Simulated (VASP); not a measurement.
# BAs (F-43m) in VASP: a series of runs

One crystal, BAs, is run at these levels: revTPSS+D4, PBE; tasks: dielectric tensor, G0W0 quasiparticle levels.

Program: VASP 6.6.1. These are calculated values, not measurements. Logs are shortened: lines on timing, memory, paths and dates and some standing lists are left out, and cuts for length are marked.

### 1 The crystal as given

The structure is cubic, space group F-43m (No. 216). The conventional cell has a = 4.777 Å, b = 4.777 Å, c = 4.777 Å, α = 90.00°, β = 90.00°, γ = 90.00°. Around As (site symmetry -43m) lie 4 B at 2.07 Å. Around B (site symmetry -43m) lie 4 As at 2.07 Å.

### 2 Dielectric tensor, revTPSS+D4

The input, INCAR:

```
ALGO = Normal
EDIFF = 1E-8
ENCUT = 520
ISIF = 2
ISMEAR = -1
IVDW = 13
LASPH = True
LCALCEPS = True
LCHARG = False
LMIXTAU = True
LREAL = False
LWAVE = False
METAGGA = RTPSS
NELM = 100
PREC = Accurate
SIGMA = 0.1
VDW_A1 = 0.44880597
VDW_A2 = 4.64042317
VDW_S6 = 1.0
VDW_S8 = 1.53089454
```

The input, KPOINTS:

```
k-points
0
Gamma
  10 10 10
```

The input, POSCAR:

```
BAs
1.0
    0.0000000000      2.3885000000      2.3885000000
    2.3885000000      0.0000000000      2.3885000000
    2.3885000000      2.3885000000      0.0000000000
As B
1 1
Direct
    0.7500000000      0.7500000000      0.7500000000
    0.0000000000      0.0000000000      0.0000000000
```

Potentials or basis: VASP PAW PBE potentials, release 64 (As, B).

Started as:

```
> cat potpaw_PBE.64/As/POTCAR potpaw_PBE.64/B/POTCAR > POTCAR
> mpirun -np 1 vasp_std > vasp.out
```

OUTCAR:

```text
EDIFF = 1E-8
   ENCUT = 520
   ISIF = 2
   ISMEAR = -1
   IVDW = 13
   LASPH = True
   LREAL = False
   METAGGA = RTPSS
   NELM = 100
   PREC = Accurate

 ion  position               nearest neighbor table
   1  0.750  0.750  0.750-   2 2.07   2 2.07   2 2.07   2 2.07
   2  0.000  0.000  0.000-   1 2.07   1 2.07   1 2.07   1 2.07

  LATTYP: Found a face centered cubic cell.
 ALAT       =     4.7770000000

  Lattice vectors:

 A1 = (   0.0000000000,   2.3885000000,   2.3885000000)
 A2 = (   2.3885000000,   0.0000000000,   2.3885000000)
 A3 = (   2.3885000000,   2.3885000000,   0.0000000000)

Analysis of symmetry for initial positions (statically):
=====================================================================
 Subroutine PRICEL returns:
 Original cell was already a primitive cell.

 Routine SETGRP: Setting up the symmetry group for a
 face centered cubic supercell.

 Subroutine GETGRP returns: Found 24 space group operations
 (whereof 24 operations were pure point group operations)
 out of a pool of 48 trial point group operations.

The static configuration has the point symmetry T_d .

Analysis of symmetry for dynamics (positions and initial velocities):
=====================================================================
 Subroutine PRICEL returns:
 Original cell was already a primitive cell.

 Routine SETGRP: Setting up the symmetry group for a
 face centered cubic supercell.

 Subroutine GETGRP returns: Found 24 space group operations
 (whereof 24 operations were pure point group operations)
 out of a pool of 48 trial point group operations.

The dynamic configuration has the point symmetry T_d .

 Subroutine INISYM returns: Found 24 space group operations
 (whereof 24 operations are pure point group operations),
 and found     1 'primitive' translations

----------------------------------------------------------------------------------------

                                     Primitive cell

  volume of cell :      27.2525

  direct lattice vectors                    reciprocal lattice vectors
     0.000000000  2.388500000  2.388500000    -0.209336404  0.209336404  0.209336404
     2.388500000  0.000000000  2.388500000     0.209336404 -0.209336404  0.209336404
     2.388500000  2.388500000  0.000000000     0.209336404  0.209336404 -0.209336404

  length of vectors
     3.377849094  3.377849094  3.377849094     0.362581287  0.362581287  0.362581287

  position of ions in fractional coordinates (direct lattice)
     0.750000000  0.750000000  0.750000000
     0.000000000  0.000000000  0.000000000

  ion indices of the primitive-cell ions
   primitive index   ion index
                 1           1
                 2           2

----------------------------------------------------------------------------------------

 KPOINTS: k-points

Automatic generation of k-mesh.
 Grid dimensions read from file:
 generate k-points for:   10   10   10

 Generating k-lattice:

  Cartesian coordinates                     Fractional coordinates (reciprocal lattice)
    -0.020933640  0.020933640  0.020933640     0.100000000  0.000000000  0.000000000
     0.020933640 -0.020933640  0.020933640     0.000000000  0.100000000  0.000000000
     0.020933640  0.020933640 -0.020933640     0.000000000  0.000000000  0.100000000

  Length of vectors
     0.036258129  0.036258129  0.036258129

  Shift w.r.t. Gamma in fractional coordinates (k-lattice)
     0.000000000  0.000000000  0.000000000

 Subroutine IBZKPT returns following result:
 ===========================================

 Found     47 irreducible k-points:

 Following reciprocal coordinates:
            Coordinates               Weight
  0.000000  0.000000  0.000000      1.000000
  0.100000  0.000000  0.000000      8.000000
  0.200000  0.000000  0.000000      8.000000
  0.300000  0.000000  0.000000      8.000000
  0.400000  0.000000  0.000000      8.000000
  0.500000  0.000000  0.000000      4.000000
[... 16 lines left out ...]
  0.300000  0.300000  0.000000      6.000000
  0.400000  0.300000  0.000000     24.000000
 [... further k-points ...]
   k-points           NKPTS =     47   k-points in BZ     NKDIM =     47   number of bands    NBANDS=      8
   number of dos      NEDOS =    301   number of ions     NIONS =      2
   total plane-waves  NPLWV =  21952
   dimension x,y,z NGX =    28 NGY =   28 NGZ =   28
   dimension x,y,z NGXF=    56 NGYF=   56 NGZF=   56
   ions per type =               1   1
   NGX,Y,Z   is equivalent  to a cutoff of  13.78, 13.78, 13.78 a.u.
   NGXF,Y,Z  is equivalent  to a cutoff of  27.56, 27.56, 27.56 a.u.
 SYSTEM =  unknown system
   PREC   = accura    normal or accurate (medium, high low for compatibility)
   ISTART =      0    job   : 0-new  1-cont  2-samecut
   ICHARG =      2    charge: 1-file 2-atom 10-const
   ISPIN  =      1    spin polarized calculation?
   LNONCOLLINEAR =      F non collinear calculations
   LSORBIT =      F    spin-orbit coupling
   LASPH  =      T    aspherical Exc in radial PAW
   ENCUT  =  520.0 eV  38.22 Ry    6.18 a.u.   6.28  6.28  6.28*2*pi/ulx,y,z
   NELM   =    100;   NELMIN=  2; NELMDL= -5     # of ELM steps
   EDIFF  = 0.1E-07   stopping-criterion for ELM
   LREAL  =      F    real-space projection
   EDIFFG = 0.1E-06   stopping-criterion for IOM
   NSW    =      0    number of steps for IOM
   IBRION =     -1    ionic relax: 0-MD 1-quasi-New 2-CG
   NFREE  =      0    steps in history (QN), initial steepest desc. (CG)
   ISIF   =      2    stress and relaxation
   ISYM   =      2    0-nonsym 1-usesym 2-fastsym
   POTIM  = 0.5000    time-step for ionic-motion
   TEBEG  =    0.0;   TEEND  =   0.0 temperature during run
   PSTRESS=    0.0 pullay stress
   NELECT =       8.0000    total number of electrons
   NUPDOWN=      -1.0000    fix difference up-down
   EMIN   =  10.00;   EMAX   =-10.00  energy-range for DOS
   EFERMI =   0.00;   METHOD = LEGACY
   ISMEAR =    -1;   SIGMA  =   0.10  broadening in eV -4-tet -1-fermi 0-gaus
   EFERMI_NEDOS =   21; number of points for ismear=-14 and -15
   IALGO  =     38    algorithm
   IMIX   =      4    mixing-type and parameters
     AMIX     =   0.40;   BMIX     =  1.00
     AMIX_MAG =   1.60;   BMIX_MAG =  1.00
  volume/ion in A,a.u.               =      13.63        91.95
  Fermi-wavevector in a.u.,A,eV,Ry     =   1.088018  2.056057 16.106360  1.183784
  Thomas-Fermi vector in A             =   2.224191
   LORBIT       =      0    0 simple, 1 ext, 2 COOP (PROOUT), +10 PAW based schemes
   METAGGA = RTPSS    functional components
   LHFCALC =     F    Hartree Fock is set to
   AEXX    =    0.0000 exact exchange contribution
   IVDW    =    13    specifies the selected vdW correction
   LEPSILON=     F    determine dielectric tensor
   LRPA    =     F    only Hartree local field effects (RPA)
   LRPA       =     F
 non-spin polarized calculation
  energy-cutoff  :      520.00
  volume of cell :       27.25
 maximum number of plane-waves:       754
 NGX is ok and might be reduce to    28
   NGX = 13   NGY = 13   NGZ = 13

 number of electron       8.0000000 magnetization

 Free energy of the ion-electron system (eV)
  ---------------------------------------------------
  ext. energy  EPLUGINS =         0.00000000
  ---------------------------------------------------
  free energy    TOTEN  =        -5.51872805 eV

  energy without entropy =       -5.51864904  energy(sigma->0) =       -5.51868855

 E-fermi :   6.6191     XC(G=0): -10.8913

 val. band max:        6.1139071020   @ k =   0.0000   0.0000   0.0000
 cond. band min:       7.1840386709   @ k =   0.4000   0.4000   0.0000
 fundamental gap:      1.0701315689
 Fermi energy:         6.6190589430

 k-point     1 :       0.0000    0.0000    0.0000
  band No.  band energies     occupation
      1      -9.5507      2.00000
      2       6.1139      1.98728
      3       6.1139      1.98728
      4       6.1139      1.98728
      5       9.4373      0.00000
      6       9.4373      0.00000
      7       9.4373      0.00000
      8      10.9215      0.00000

 k-point     2 :       0.1000    0.0000    0.0000
  band No.  band energies     occupation
      1      -9.3830      2.00000
      2       4.6862      2.00000
      3       5.8055      1.99941
      4       5.8055      1.99941
      5       9.5918      0.00000
      6       9.8441      0.00000
      7       9.8441      0.00000
      8      11.7752      0.00000

 k-point     3 :       0.2000    0.0000    0.0000
  band No.  band energies     occupation
      1      -8.8878      2.00000
      2       2.2684      2.00000
      3       5.2194      2.00000
      4       5.2194      2.00000
      5       9.3596      0.00000
      6      10.5741      0.00000
      7      10.5741      0.00000
      8      13.3759      0.00000

 k-point     4 :       0.3000    0.0000    0.0000
  band No.  band energies     occupation
      1      -8.1008      2.00000
      2      -0.0746      2.00000
      3       4.7019      2.00000
      4       4.7019      2.00000
      5       9.0725      0.00000
      6      10.9712      0.00000
      7      10.9712      0.00000
      8      14.5842      0.00000

 k-point     5 :       0.4000    0.0000    0.0000
  band No.  band energies     occupation
      1      -7.1538      2.00000
      2      -1.9982      2.00000
      3       4.3703      2.00000
      4       4.3703      2.00000
      5       8.8831      0.00000
      6      10.9826      0.00000
      7      10.9826      0.00000
      8      14.8835      0.00000
[... 177 lines left out ...]
 k-point    22 :      -0.2000    0.2000    0.0000
  band No.  band energies     occupation
      1      -7.8310      2.00000
      2       0.5333      2.00000
      3       1.9307      2.00000
      4       4.7959      2.00000
      5      10.1165      0.00000
      6      11.3195      0.00000
      7      12.1252      0.00000
      8      13.1410      0.00000

 k-point    23 :       0.3000    0.3000    0.0000
  band No.  band energies     occupation
      1      -7.5899      2.00000
      2       0.8039      2.00000
      3       2.8558      2.00000
      4       2.8558      2.00000
      5       7.4320      0.00059
      6       9.6883      0.00000
      7      14.7278      0.00000
      8      14.7278      0.00000

 k-point    24 :       0.4000    0.3000    0.0000
  band No.  band energies     occupation
      1      -6.8410      2.00000
      2      -0.4716      2.00000
      3       2.0405      2.00000
      4       2.5534      2.00000
      5       7.7307      0.00003
      6       9.4308      0.00000
      7      15.0922      0.00000
      8      15.3508      0.00000

 [... further k-points ...]

------------------------ aborting loop because EDIFF is reached ----------------------------------------

  DFT-D4 for vdW energy calculation

  Edisp (eV):   -0.81295

  FORCE on cell =-STRESS in cart. coord.  units (eV):
  Direction    XX          YY          ZZ          XY          YZ          ZX
  --------------------------------------------------------------------------------------
  -------------------------------------------------------------------------------------
  Total      -0.68692    -0.68692    -0.68692     0.00000    -0.00000     0.00000
  in kB     -40.38442   -40.38442   -40.38442     0.00000    -0.00000     0.00000
  external pressure =      -40.38 kB  Pullay stress =        0.00 kB

 VOLUME and BASIS-vectors are now :
 -----------------------------------------------------------------------------
  energy-cutoff  :      520.00
  volume of cell :       27.25
      direct lattice vectors                 reciprocal lattice vectors
     0.000000000  2.388500000  2.388500000    -0.209336404  0.209336404  0.209336404
     2.388500000  0.000000000  2.388500000     0.209336404 -0.209336404  0.209336404
     2.388500000  2.388500000  0.000000000     0.209336404  0.209336404 -0.209336404

 POSITION                                       TOTAL-FORCE (eV/Angst)
 -----------------------------------------------------------------------------------
      3.58275      3.58275      3.58275         0.000000      0.000000      0.000000
      0.00000      0.00000      0.00000        -0.000000     -0.000000     -0.000000
 -----------------------------------------------------------------------------------
    total drift:                               -0.000000     -0.000000     -0.000000

  FREE ENERGIE OF THE ION-ELECTRON SYSTEM (eV)
  ---------------------------------------------------
  free  energy   TOTEN  =        -6.3316815573 eV

  energy  without entropy=       -6.3316025452  energy(sigma->0) =       -6.33164205
```

It took 2.4 min on 1 thread of Intel Xeon Platinum 8375C at 2.90GHz (Ice Lake), shared host; peak memory 0.21 GiB.

What came out:

```yaml
Band_gap_on_the_k_mesh: 1.07 eV, indirect (least direct gap 3.32 eV)
Dispersion_energy_per_atom: -0.406 eV
```

Levels at points of the mesh, in eV from the valence-band top:
| k point | band 2 | band 3 | band 4 | band 5 | band 6 | band 7 |
| --- | --- | --- | --- | --- | --- | --- |
| (0.00, 0.00, 0.00) | 0.00 | 0.00 | 0.00 | 3.32 | 3.32 | 3.32 |
| (0.50, 0.00, 0.00) | -9.00 | -1.86 | -1.86 | 2.71 | 4.82 | 4.82 |
| (0.50, 0.50, 0.00) | -8.74 | -4.17 | -4.17 | 1.29 | 1.35 | 11.62 |

Caveat: the PAW data sets were made with another functional, which shifts forces and pressure a little.

[end of part 1 of 2]
